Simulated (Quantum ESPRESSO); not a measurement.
The system is SrO.

```
CELL_PARAMETERS angstrom
0.00000 2.56630 2.56630
2.56630 0.00000 2.56630
2.56630 2.56630 0.00000
ATOMIC_POSITIONS crystal
Sr 0.50000 0.50000 0.50000
O 0.00000 0.00000 0.00000
```

| Quantity | Value |
| --- | --- |
| Program | Quantum ESPRESSO 7.5 |
| Task | phonons |
| Functional | PBEsol |
| Potentials or basis | GBRV 1.5 PBEsol |
| Cutoff | 612 eV |
| Density cutoff | 4898 eV |
| k mesh | 6 × 6 × 6, shifted |
| Occupations | fermi-dirac, width 0.05 eV |
| Spin | no spin polarisation |
| Mixing beta | 0.5 |
| Most SCF iterations | 120 |
| SCF threshold | 4e-10 Ry |

The cell and the atoms were relaxed first, to 16.81 Å³/atom (a = 3.622 Å, b = 3.622 Å, c = 3.622 Å, α = 60.00°, β = 60.00°, γ = 60.00°), and the response was taken there.

The first run showed a gap, so the response started from a second, tighter run with fixed occupations.

Q: How polar is the lattice: what are the Born charges, the two dielectric constants and the LO-TO splitting?

A: Born charges ±2.46 e; dielectric constants 3.86 (electrons alone) and 19.55 (static); transverse and longitudinal modes at 204 and 460 cm⁻¹.
